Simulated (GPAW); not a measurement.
The system is TaS2.

```
CELL_PARAMETERS angstrom
3.35000 0.00000 0.00000
-1.67500 2.90119 0.00000
0.00000 0.00000 5.86000
ATOMIC_POSITIONS crystal
Ta 0.00000 0.00000 0.00000
S 0.66667 0.33333 0.75000
S 0.33333 0.66667 0.25000
```

Base run:

```yaml
Program: GPAW 26.7.0
Functional: PBE
Potentials_or_basis: GPAW PAW data sets (gpaw-data 1.2.1), other valence
Cutoff: 600 eV
Basis: pw
k_mesh: 7 × 7 × 4
Occupations: fermi-dirac, width 0.05 eV
Spin: no spin polarisation
```

Its results: pressure 11.8 GPa; largest force 1.570 eV/Å.

Question: The run is repeated on the same cell with these changes: potentials or basis from GPAW PAW data sets (gpaw-data 1.2.1), other valence to GPAW PAW data sets (gpaw-data 1.2.1); valence electrons from 17 to 25; hubbard terms from none to Ta d U = 7 eV. What comes out?

Answer: Pressure 17.0 GPa; largest force 1.597 eV/Å.

Caveats: this functional lacks dispersion, which binds the layers, so the pressure and a relaxed spacing across them are unreliable; forces of over 1 eV/Å show positions far from the minimum, so gaps and moduli don't describe the material at rest; U without spin polarisation on a metal has little footing (some runs).
